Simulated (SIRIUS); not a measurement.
## WS2 under changes of volume

One of the cells (49.592 Å³/atom); the others are scaled copies at fixed shape and fractional positions:

```xyz
3
Lattice="3.1835 0.0000 0.0000 -1.5918 2.7570 0.0000 0.0000 0.0000 16.9506" Properties=species:S:1:pos:R:3 pbc="T T T"
W     0.0000    0.0000    0.0000
S     0.0000    1.8380    1.5595
S     0.0000    1.8380   15.3911
```

- Program: SIRIUS 7.12.0
- Functional: PBEsol
- Potentials or basis: all-electron FP-LAPW
- Cutoff: 208 eV
- Basis: apw+lo standard
- k mesh: 10 × 10 × 2
- Occupations: fermi-dirac, width 0.05 eV
- Spin: no spin polarisation

```csv
volume (Å³/atom),energy over the lowest point (meV/atom),gap on the mesh (eV)
46.616,18.08,2.17
47.608,?,?
48.600,0.00,2.04
49.592,2.98,1.99
50.583,12.91,1.93
51.575,29.08,1.87
52.567,50.77,1.82
```

Question: What does the run at 47.608 Å³/atom give?

Answer: Energy over the lowest point 4.77 meV/atom; gap on the mesh 2.11 eV.

Worked out: A Birch-Murnaghan fit of order 3 (a polynomial in V^(-2/3)) to the other rows has its minimum at 48.69 Å³/atom with B0 = V·E''(V) = 61 GPa and B' = 4.4 at fixed shape and positions, which overstates the stiffness. It gives 4.72 meV/atom at 47.608 Å³/atom, against the run's 4.77. A straight line through the other rows of the gap, of slope -2.91 eV per unit of ln V, gives 2.11 eV, against the run's 2.11.

Energies are extrapolated to zero smearing.

Caveats: spin-orbit coupling is left out, which moves the levels of the heavy elements.

A mesh can miss the band edges.
